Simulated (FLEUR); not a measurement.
# Pd (Fm-3m) in FLEUR: notebook

Runs on Pd. Level: PBEsol. Tasks: equation of state.

Everything below comes from runs of FLEUR MaX-R8.1 (later development tree). Logs are shortened: lines on timing, memory, paths and dates and some standing lists are left out, and cuts for length are marked.

### Step 1. The crystal as given

The structure is cubic, space group Fm-3m (No. 225). Conventional cell: a = 3.893 Å, b = 3.893 Å, c = 3.893 Å, α = 90.00°, β = 90.00°, γ = 90.00°. Around Pd (site symmetry m-3m) lie 12 Pd at 2.75 Å.

### Step 2. Equation of state, PBEsol, 13.87 Å³/atom (volume scaled by 0.94)

Input file inp.xml:

```xml
<?xml version="1.0" encoding="UTF-8" standalone="no"?>
<fleurInput fleurInputVersion="0.39">
   <comment>
      Pd                                                                                                  
   </comment>
   <calculationSetup>
      <cutoffs Kmax="4.15" Gmax="12.9" GmaxXC="12.9" numbands="0"/>
      <scfLoop itmax="60" minDistance="0.00001" maxIterBroyd="15" imix="Anderson" alpha="0.05" precondParam="0.0" spinf="2.0" sdNocoIR="T"/>
      <coreElectrons ctail="T" frcor="F" kcrel="0" coretail_lmax="0"/>
      <xcFunctional name="PBEs" relativisticCorrections="F"/>
      <magnetism jspins="1"/>
      <soc l_soc="F" theta="0.0" phi="0.0" spav="F"/>
      <expertModes spex="0" secvar="F"/>
      <geometryOptimization l_f="F" forcealpha="1.0" forcemix="BFGS" epsdisp="0.0005" epsforce="0.0002"/>
      <ldaU l_linMix="F" mixParam="0.05" spinf="1.0"/>
   </calculationSetup>
   <cell>
      <bzIntegration valenceElectrons="18.0" mode="hist" fermiSmearingEnergy="0.00183747">
         <kPointListSelection listName="default-1"/>
         <!-- k-points included here -->
         <xi:include xmlns:xi="http://www.w3.org/2001/XInclude" href="kpts.xml"> </xi:include>
      </bzIntegration>
      <!-- symmetry operations included here -->
      <xi:include xmlns:xi="http://www.w3.org/2001/XInclude" href="sym.xml"> </xi:include>
      <bulkLattice scale="0.9795861087">
         <bravaisMatrix>
            <row-1>    0.0000000000000000     3.6783519015338997     3.6783519015338997</row-1>
            <row-2>    3.6783519015338997     0.0000000000000000     3.6783519015338997</row-2>
            <row-3>    3.6783519015338997     3.6783519015338997     0.0000000000000000</row-3>
         </bravaisMatrix>
      </bulkLattice>
   </cell>
   <atomSpecies>
      <species name="Palladium (Pd)" element="Pd" atomicNumber="46">
         <mtSphere radius="2.36" gridPoints="797" logIncrement="0.016"/>
         <atomicCutoffs lmax="10" lnonsphr="10"/>
         <electronConfig flipSpins="F">
            <coreConfig>(1s1/2) (2s1/2) (2p1/2) (2p3/2) (3s1/2) (3p1/2) (3p3/2) (3d3/2) (3d5/2)</coreConfig>
            <valenceConfig>(4s1/2) (4p1/2) (4p3/2) (5s1/2) (4d3/2) (4d5/2)</valenceConfig>
            <stateOccupation state="(5s1/2)" spinUp="0.500000" spinDown="0.500000"/>
            <stateOccupation state="(4d3/2)" spinUp="1.800000" spinDown="1.800000"/>
            <stateOccupation state="(4d5/2)" spinUp="2.700000" spinDown="2.700000"/>
         </electronConfig>
         <energyParameters s="5" p="5" d="4" f="4"/>
         <lo type="SCLO" l="0" n="4" eDeriv="0"/>
         <lo type="SCLO" l="1" n="4" eDeriv="0"/>
         <lo type="SCLO" l="1" n="4" eDeriv="1"/>
         <lo type="SCLO" l="2" n="4" eDeriv="2"/>
         <lo type="SCLO" l="3" n="4" eDeriv="2"/>
      </species>
   </atomSpecies>
   <atomGroups>
      <atomGroup species="Palladium (Pd)">
         <relPos label="                   1">.0000000000 .0000000000 .0000000000</relPos>
         <force calculate="T" relaxXYZ="TTT"/>
      </atomGroup>
   </atomGroups>
   <output dos="F" band="F" slice="F">
      <checks vchk="F" cdinf="F"/>
      <bandDOS minEnergy="-.5*Htr" maxEnergy="0.5*Htr" sigma="0.015" storeEVData="T"/>
      <vacuumDOS vacdos="F" integ="F" star="F" nstars="0" locx1="0.0" locy1="0.0" locx2="0.0" locy2="0.0" nstm="0" tworkf="0.0"/>
      <unfoldingBand unfoldBand="F" supercellX="1" supercellY="1" supercellZ="1"/>
      <plotting iplot="0" polar="F">
         <plot TwoD="T" vec1="  1.0  0.0  0.0" vec2="  0.0  1.0  0.0" vec3="  0.0  0.0  1.0" zero="  0.0  0.0  0.0" file="plot"/>
      </plotting>
      <chargeDensitySlicing numkpt="0" minEigenval="0.0" maxEigenval="0.0" nnne="0" pallst="F"/>
      <specialOutput eonly="F"/>
      <moessbauerParams electricFieldGradient="T" isomerShift="T" coreHyperfine="T" valenceHyperfine="T"/>
      <magneticCircularDichroism mcd="F" energyLo="-10.0" energyUp="0.0"/>
   </output>
  <!-- We include the file relax.xml here to enable relaxations (see documentation) -->
  <xi:include xmlns:xi="http://www.w3.org/2001/XInclude" href="relax.xml"> <xi:fallback/> </xi:include>
</fleurInput>
```

Potentials or basis: all-electron, FLAPW.

Launch:

```sh
$ inpgen -f crystal.txt -profile fastHighL
$ # inp.xml edited to the form shown
$ fleur_MPI
```

Standard output:

```text
Welcome to FLEUR        (www.flapw.de)
      MaX-Release 8.1          (www.max-centre.eu)

 ========== k-point set info ==========
 Selected k-point list: default-1
 k-point list type: mesh
 12 x 12 x 12
 Number of k points: 72

 ------------Calculation Setup---------------------------
 Number of MPI-tasks      :            1
 Number of PE/node        :            1
 Number of OMP-threads    :            1
 Most efficient MPI parallelization for:
           1           2           3           4           6           8           9          12          18          24          36          72
 Additional eigenvalue parallelization possible
 Number of basis functions:          160
 Approximate size of matrices (H+S) per k-point:         0.000 GB
 --------------------------------------------------------
 Iteration:     1   Distance:      14.99092545 me/bohr^3
 Iteration:     2   Distance:      12.98762720 me/bohr^3
 Iteration:     3   Distance:       4.89555762 me/bohr^3
 Iteration:     4   Distance:       3.15002717 me/bohr^3
 Iteration:     5   Distance:       0.87453298 me/bohr^3
 Iteration:     6   Distance:       0.70352590 me/bohr^3
 Iteration:     7   Distance:       0.20523070 me/bohr^3
 Iteration:     8   Distance:       0.00621288 me/bohr^3
 Iteration:     9   Distance:       0.00347329 me/bohr^3
 Iteration:    10   Distance:       0.00133245 me/bohr^3
 Iteration:    11   Distance:       0.00129328 me/bohr^3
 Iteration:    12   Distance:       0.00004856 me/bohr^3
 Iteration:    13   Distance:       0.00000326 me/bohr^3

 ********************************************************************
 Run finished successfully
 Stop message:
   all done
 ********************************************************************
```

out.xml (last iteration):

```text
<iteration numberForCurrentRun="   13" overallNumber="   13">
         <energyParameters units="Htr">
            <atomicEP atomType="1" spin="1" branch="5s" branchLowest="-2.62" branchHighest="2.14" value="0.3199383477"/>
            <atomicEP atomType="1" spin="1" branch="5p" branchLowest="-1.34" branchHighest="2.87" value="0.4520504354"/>
            <atomicEP atomType="1" spin="1" branch="4d" branchLowest="-11.47" branchHighest="0.59" value="0.3563367888"/>
            <atomicEP atomType="1" spin="1" branch="4f" branchLowest="-9.99" branchHighest="2.58" value="0.7471107720"/>
            <loAtomicEP atomType="1" spin="1" branch="4s" branchLowest="-22.85" branchHighest="-2.62" value="-2.6374843458"/>
            <loAtomicEP atomType="1" spin="1" branch="4p" branchLowest="-18.45" branchHighest="-1.34" value="-1.3834150054"/>
            <loAtomicEP atomType="1" spin="1" branch="4p" branchLowest="-18.45" branchHighest="-1.34" value="-1.3834150054"/>
            <loAtomicEP atomType="1" spin="1" branch="4d" branchLowest="-11.47" branchHighest="0.59" value="0.3512882291"/>
            <loAtomicEP atomType="1" spin="1" branch="4f" branchLowest="-9.99" branchHighest="2.58" value="0.7471120318"/>
         </energyParameters>
         <eigenvalues>
            <eigenvaluesAt spin="1" ikpt="1" k_x="0.00000000" k_y="0.00000000" k_z="0.00000000">
                      -2.6401382065       -1.3708779335       -1.3708779335       -1.3708779335        0.1726787566
                       0.3408365289        0.3408365289        0.3408365289        0.4073048602        0.4073048602
                       1.0790415458        1.2644518143        1.2644518143        1.2644518143        1.4801264863
            </eigenvaluesAt>
            <eigenvaluesAt spin="1" ikpt="2" k_x="0.00000000" k_y="0.00000000" k_z="0.08333333">
                      -2.6399607744       -1.3721810049       -1.3710598937       -1.3710598937        0.1824173955
                       0.3372480636        0.3442790669        0.3442790669        0.4056485322        0.4056485322
                       1.0902583084        1.2126157736        1.2768081618        1.2768081618        1.5130507603
            </eigenvaluesAt>
            <eigenvaluesAt spin="1" ikpt="3" k_x="0.00000000" k_y="0.00000000" k_z="0.16666667">
                      -2.6394752934       -1.3757235374       -1.3715563783       -1.3715563783        0.2086069549
                       0.3309869093        0.3512673056        0.3512673056        0.4044240589        0.4044240589
                       1.0989119541        1.1330019336        1.3102443349        1.3102443349        1.4486601105
            </eigenvaluesAt>
            <eigenvaluesAt spin="1" ikpt="4" k_x="0.00000000" k_y="0.00000000" k_z="0.25000000">
[... 16 lines left out ...]
            <state n="1" l="0" j="0.5" energy="-886.6058458252" weight="1.0000000000"/>
            <state n="2" l="0" j="0.5" energy="-129.0133404963" weight="1.0000000000"/>
            <state n="2" l="1" j="0.5" energy="-119.6510181961" weight="1.0000000000"/>
            <state n="2" l="1" j="1.5" energy="-113.7983415728" weight="2.0000000000"/>
            <state n="3" l="0" j="0.5" energy="-22.8532392062" weight="1.0000000000"/>
            <state n="3" l="1" j="0.5" energy="-19.1586739460" weight="1.0000000000"/>
            <state n="3" l="1" j="1.5" energy="-18.1383338260" weight="2.0000000000"/>
            <state n="3" l="2" j="1.5" energy="-11.5917983816" weight="2.0000000000"/>
            <state n="3" l="2" j="2.5" energy="-11.3882454066" weight="3.0000000000"/>
         </coreStates>
         <allElectronCharges>
            <spinDependentCharge spin="1" total="46.0000000" interstitial="1.4702480" mtSpheres="44.5297520"/>
            <totalCharge value="45.9999999998"/>
         </allElectronCharges>
         <moessbauerParams unitsHFF="kG" unitsIS="e/bohr^3" unitsEFG="Htr/bohr^2">
            <coreIsomerShift atomType="1" isTotal="134099.27725">
               <shell n="1" l="0" isomerShift="117893.72205"/>
               <shell n="2" l="0" isomerShift="13384.96912"/>
               <shell n="2" l="1" isomerShift="266.55360"/>
               <shell n="3" l="0" isomerShift="2500.78247"/>
               <shell n="3" l="1" isomerShift="53.25001"/>
               <shell n="3" l="2" isomerShift="0.00001"/>
            </coreIsomerShift>
            <isomerShift atomType="1" nucleusRadius="0.0001119" averageDensity="134585.40991"/>
            <electricFieldGradient atomType="1" VXX="0.00000" VYY="0.00000" VZZ="0.00000" asymParam="0.00000">
            </electricFieldGradient>
         </moessbauerParams>
         <totalEnergy                                    value="    -5044.6153128699" units="Htr">
            <sumOfEigenvalues                            value="    -3007.0550913690">
               <coreElectrons value="-2997.0076029012"/>
               <valenceElectrons value="-10.0474884678"/>
            </sumOfEigenvalues>
            <densityCoulombPotentialIntegral value="-8089.0281064698"/>
            <densityEffectivePotentialIntegral value="-8275.3395240219"/>
            <chargeDenXCDenIntegral value="-141.7576911982"/>
            <FockExchangeEnergyValence value="0.0000000000"/>
            <FockExchangeEnergyCore value="0.0000000000"/>
            <atomTypeDependentContributions atomType="1">
               <electronNucleiInteractionDifferentMTs value="6102.0704601901"/>
               <MadelungTerm value="-24.5575408996"/>
            </atomTypeDependentContributions>
            <tkbTimesEntropy value="0.0006553695"/>
            <freeEnergy value="-5044.6159682394"/>
            <extrapolationTo0K value="-5044.6156405547"/>
         </totalEnergy>
         <densityConvergence units="me/bohr^3">
            <chargeDensity spin="1" distance="0.0000032618"/>
         </densityConvergence>
      </iteration>
```

Wall time 8.4 s (1 thread of Intel Xeon 6975P-C (Granite Rapids), shared host); peak memory 0.06 GiB.

Results:

- Free energy: -137270.9936 eV
- Band gap on the k mesh: none (metal or under the smearing width)
- Valence electrons inside the program's atomic spheres: Pd 16.53 (radii Pd 2.36 bohr)

### Step 3. Equation of state, PBEsol, 14.16 Å³/atom (volume scaled by 0.96)

inp.xml: that of step 2 with these lines changed.

```diff
@@ -24,3 +24,3 @@
       <xi:include xmlns:xi="http://www.w3.org/2001/XInclude" href="sym.xml"> </xi:include>
-      <bulkLattice scale="0.9795861087">
+      <bulkLattice scale="0.9864848297">
          <bravaisMatrix>
```

Potentials or basis: all-electron, FLAPW.

Launch:

```sh
$ inpgen -f crystal.txt -profile fastHighL
$ # inp.xml edited to the form shown
$ fleur_MPI
```

Run time: 9.2 s. Hardware: 1 thread of Intel Xeon 6975P-C (Granite Rapids), shared host; peak memory 0.06 GiB.

Results (log left out):

* Free energy: -137271.0089 eV
* Band gap on the k mesh: none (metal or under the smearing width)
* Valence electrons inside the program's atomic spheres: Pd 16.50 (radii Pd 2.36 bohr)

### Step 4. Equation of state, PBEsol, 14.46 Å³/atom (volume scaled by 0.98)

inp.xml: that of step 3 with these lines changed.

```diff
@@ -24,3 +24,3 @@
       <xi:include xmlns:xi="http://www.w3.org/2001/XInclude" href="sym.xml"> </xi:include>
-      <bulkLattice scale="0.9864848297">
+      <bulkLattice scale="0.9932883884">
          <bravaisMatrix>
```

Launch:

```sh
$ inpgen -f crystal.txt -profile fastHighL
$ # inp.xml edited to the form shown
$ fleur_MPI
```

Wall time 9.4 s (1 thread of Intel Xeon 6975P-C (Granite Rapids), shared host); peak memory 0.06 GiB.

It converged, with:

* Free energy: -137271.0148 eV
* Band gap on the k mesh: none (metal or under the smearing width)
* Valence electrons inside the program's atomic spheres: Pd 16.47 (radii Pd 2.36 bohr)

### Step 5. Equation of state, PBEsol, 14.75 Å³/atom

inp.xml: that of step 4 with these lines changed.

```diff
@@ -24,3 +24,3 @@
       <xi:include xmlns:xi="http://www.w3.org/2001/XInclude" href="sym.xml"> </xi:include>
-      <bulkLattice scale="0.9932883884">
+      <bulkLattice scale="1.0000000000">
          <bravaisMatrix>
```

Launch:

```sh
$ inpgen -f crystal.txt -profile fastHighL
$ # inp.xml edited to the form shown
$ fleur_MPI
```

It took 9.4 s on 1 thread of Intel Xeon 6975P-C (Granite Rapids), shared host; peak memory 0.07 GiB.

It converged, with:

```yaml
Free_energy: -137271.0130 eV
Band_gap_on_the_k_mesh: none (metal or under the smearing width)
Valence_electrons_inside_the_program's_atomic_spheres: Pd 16.45 (radii Pd 2.36 bohr)
```

### Step 6. Equation of state, PBEsol, 15.05 Å³/atom (volume scaled by 1.02)

inp.xml: that of step 5 with these lines changed.

```diff
@@ -24,3 +24,3 @@
       <xi:include xmlns:xi="http://www.w3.org/2001/XInclude" href="sym.xml"> </xi:include>
-      <bulkLattice scale="1.0000000000">
+      <bulkLattice scale="1.0066227096">
          <bravaisMatrix>
```

Potentials or basis: all-electron, FLAPW.

Launch:

```sh
$ inpgen -f crystal.txt -profile fastHighL
$ # inp.xml edited to the form shown
$ fleur_MPI
```

It took 9 s on 1 thread of Intel Xeon 6975P-C (Granite Rapids), shared host; peak memory 0.06 GiB.

Results (log left out):

```yaml
Free_energy: -137271.0043 eV
Band_gap_on_the_k_mesh: none (metal or under the smearing width)
Valence_electrons_inside_the_program's_atomic_spheres: Pd 16.42 (radii Pd 2.36 bohr)
```

### Step 7. Equation of state, PBEsol, 15.34 Å³/atom (volume scaled by 1.04)

inp.xml: that of step 6 with these lines changed.

```diff
@@ -24,3 +24,3 @@
       <xi:include xmlns:xi="http://www.w3.org/2001/XInclude" href="sym.xml"> </xi:include>
-      <bulkLattice scale="1.0066227096">
+      <bulkLattice scale="1.0131594038">
          <bravaisMatrix>
```

Launch:

```sh
$ inpgen -f crystal.txt -profile fastHighL
$ # inp.xml edited to the form shown
$ fleur_MPI
```

It took 9.4 s on 1 thread of Intel Xeon 6975P-C (Granite Rapids), shared host; peak memory 0.06 GiB.

It converged, with:

```
Free energy                                           : -137270.9892 eV
Band gap on the k mesh                                : none (metal or under the smearing width)
Valence electrons inside the program's atomic spheres : Pd 16.40 (radii Pd 2.36 bohr)
```

### Step 8. Equation of state, PBEsol, 15.64 Å³/atom (volume scaled by 1.06)

inp.xml: that of step 7 with these lines changed.

```diff
@@ -24,3 +24,3 @@
       <xi:include xmlns:xi="http://www.w3.org/2001/XInclude" href="sym.xml"> </xi:include>
-      <bulkLattice scale="1.0131594038">
+      <bulkLattice scale="1.0196128224">
          <bravaisMatrix>
```

Launch:

```sh
$ inpgen -f crystal.txt -profile fastHighL
$ # inp.xml edited to the form shown
$ fleur_MPI
```

Wall time 10 s (1 thread of Intel Xeon 6975P-C (Granite Rapids), shared host); peak memory 0.06 GiB.

Results (log left out):

```yaml
Free_energy: -137270.9690 eV
Band_gap_on_the_k_mesh: none (metal or under the smearing width)
Valence_electrons_inside_the_program's_atomic_spheres: Pd 16.38 (radii Pd 2.36 bohr)
```

### Step 9. Equation of state, PBEsol

Potentials or basis: all-electron, FLAPW.

No new run: the results of the series are fitted here.

What came out:

* Equilibrium volume: 14.53 Å³/atom
* Bulk modulus: 206 GPa
* Pressure derivative of the bulk modulus: 5.5

Energy against volume, from the lowest point:
```
volume (Å³/atom)  energy (meV/atom)
          13.865              21.21
          14.160               5.92
          14.455               0.00
          14.750               1.79
          15.045              10.52
          15.340              25.54
          15.635              45.74
```
